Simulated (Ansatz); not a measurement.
## Si2W: relaxation of cell and atoms with PBEsol+U

Crystal: Si2W.

```
CELL_PARAMETERS angstrom
-1.60690 1.60690 3.91495
1.60690 -1.60690 3.91495
1.60690 1.60690 -3.91495
ATOMIC_POSITIONS crystal
W 0.00000 0.00000 0.00000
Si 0.66530 0.66530 0.00000
Si 0.33470 0.33470 0.00000
```

```json
{"Program": "Ansatz 0.2.0", "Task": "relaxation of cell and atoms", "Functional": "PBEsol", "Potentials or basis": "Ansatz PAW", "Cutoff": "420 eV (not typed: the program's choice for these potentials)", "k mesh": "12 × 12 × 12", "Occupations": "fermi-dirac, width 0.05 eV", "Spin": "no spin polarisation", "Hubbard terms": "W d U = 6 eV", "Hubbard projectors": "ortho-atomic (the default)", "Double counting": "fll (the default)"}
```

```
Relaxed volume                         : 13.34 Å³/atom
Relaxed cell                           : a = 4.502 Å, b = 4.502 Å, c = 4.502 Å, α = 138.25°, β = 138.25°, γ = 60.52°
Space group after relaxing (to 0.05 Å) : I4/mmm (No. 139)
Energy gained by relaxing              : 3.7 meV/atom
Ionic steps                            : 5
Pressure after relaxing                : 0.0 GPa
Band gap on the k mesh                 : none (metal or under the smearing width)
```

Forces on the atoms (eV/Å):
```
W    0.000  0.000  0.000
Si   0.000  0.000 -0.002
Si   0.000  0.000  0.002
```

Step by step:
| step | energy change (eV) | largest force (eV/Å) | volume (Å³) |
| --- | --- | --- | --- |
| 1 | 0.0000 | 0.3733 | 40.44 |
| 2 | -0.0104 | 0.0064 | 39.83 |
| 3 | -0.0111 | 0.0085 | 40.03 |
| 4 | -0.0111 | 0.0021 | 40.02 |
| 5 | -0.0110 | 0.0021 | 40.02 |

Final structure:
```
CELL_PARAMETERS angstrom
-1.60412 1.60412 3.88841
1.60412 -1.60412 3.88841
1.60412 1.60412 -3.88841
ATOMIC_POSITIONS crystal
W 0.00000 0.00000 0.00000
Si 0.66324 0.66324 0.00000
Si 0.33676 0.33676 0.00000
```

Levels at points of the mesh, in eV from the Fermi level:
```tsv
k point	band 8	band 9	band 10	band 11	band 12	band 13	band 14	band 15
(0.00, 0.00, 0.00)	-2.99	-2.99	-2.48	0.33	3.10	3.16	3.23	3.23
(0.00, 0.00, -0.50)	-5.20	-4.73	-3.55	-1.56	3.25	3.66	3.97	4.03
(0.00, -0.50, 0.00)	-4.65	-3.05	-2.45	-0.81	3.08	3.54	4.16	4.74
(-0.50, -0.50, -0.50)	-2.08	-0.83	-0.83	-0.59	-0.59	0.51	4.93	5.24
```

Eigenvalues of the final occupation matrices:
```
  site  spin  trace               eigenvalues
site 1     1   2.77  0.40 0.48 0.61 0.64 0.64
```

Run time: 22 s on 2 threads of Arm Neoverse V2 (shared host), peak memory 0.46 GiB.

Caveat: the plane-wave basis is chosen anew once the cell has moved, so the energies of steps on either side of that aren't comparable; U without spin polarisation on a metal has little footing; the PAW data sets come from PBE, with cores solved anew for the run's functional, which leaves a small shift of forces and pressure; the U is typed as a test and isn't derived for this compound. Spin-orbit coupling is left out, which matters for the levels of W.
